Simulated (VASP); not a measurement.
# Settings for Sn: self-consistent run

Sn, P-1 (no. 2), 2 atoms in the cell. PBE; PAW potentials Sn_d (PBE set). VASP 6.6.1. The atoms are moved at random off their ideal places.

Wanted: energy within 1 meV/atom; forces within 0.005 eV/Å; pressure within 0.1 GPa.

POSCAR:
```
Sn
1.0
    0.0000000000      3.2333428000      3.2333428000
    3.2333428000      0.0000000000      3.2333428000
    3.2333428000      3.2333428000      0.0000000000
Sn
2
Direct
    0.7509310000      0.7501920000      0.7492200000
    0.5042090000      0.4979520000      0.4995880000
```

## FFT grids and symmetry tolerance typed by hand

| FFT grids and symmetry tolerance typed by hand | Energy less reference (meV/atom) | Forces, largest deviation (eV/Å) | Pressure (GPa) | SCF iterations | Time (s) |
|---|---|---|---|---|---|
| default | 0.0 | 0.0000 | 3.82 | 13 | 131 |
| NGX, NGY, NGZ = 46, 46, 46 | 0.0 | 0.0001 | 3.82 | 13 | 259 |
| NGX, NGY, NGZ = 28, 28, 28 | 0.0 | 0.0002 | 3.83 | 13 | 67 |
| NGX, NGY, NGZ = 24, 24, 24 | -0.1 | 0.0002 | 3.81 | 13 | 40 |
| NGX, NGY, NGZ = 20, 20, 20 | -0.2 | 0.0002 | 3.84 | 13 | 48 |
| NGXF, NGYF, NGZF = 52, 52, 52 | 0.0 | 0.0004 | 3.82 | 13 | 118 |
| NGXF, NGYF, NGZF = 104, 104, 104 | 0.0 | 0.0001 | 3.82 | 13 | 137 |
| SYMPREC = 0.001 | -0.4 | 0.0131 | 3.82 | 14 | 66 |
| SYMPREC = 1e-08 | 0.0 | 0.0000 | 3.82 | 13 | 110 |
| EWALD_CUTOFF = 2.0 | -3233.0 | 0.1926 | -60.59 | 13 | 98 |
| EWALD_CUTOFF = 8.0 | 0.0 | 0.0000 | 3.82 | 13 | 126 |

Chosen: NGX, NGY, NGZ = 24, 24, 24, the fastest of those that stay within half of the tolerance.

## The input

INCAR:
```
PREC = Accurate ; ENCUT = 520
EDIFF = 1E-7 ; ISMEAR = 1
SIGMA = 0.1 ; LREAL = F
LASPH = T ; ALGO = Normal
NELM = 100 ; ISIF = 2
LWAVE = F ; LCHARG = F
NGX = 24 ; NGY = 24
NGZ = 24
```

KPOINTS:
```
k-points
0
Gamma
  6 6 6
```

Commands:
```
cat potpaw_PBE.64/Sn_d/POTCAR > POTCAR
mpirun -np 1 vasp_std > vasp.out
```

The chosen input took VASP 6.6.1 40 s on 1 core (Intel Xeon Platinum 8488C (Sapphire Rapids)), a shared host.

## An input that fails: an FFT grid typed too coarse

It runs to its end, but against the unchanged starting input it is off by 37.4 meV/atom in the energy, 0.0143 eV/Å in the forces, 0.33 GPa in the pressure.

Changes against the starting input:
```
+ NGX = 12
+ NGY = 12
+ NGZ = 12
```
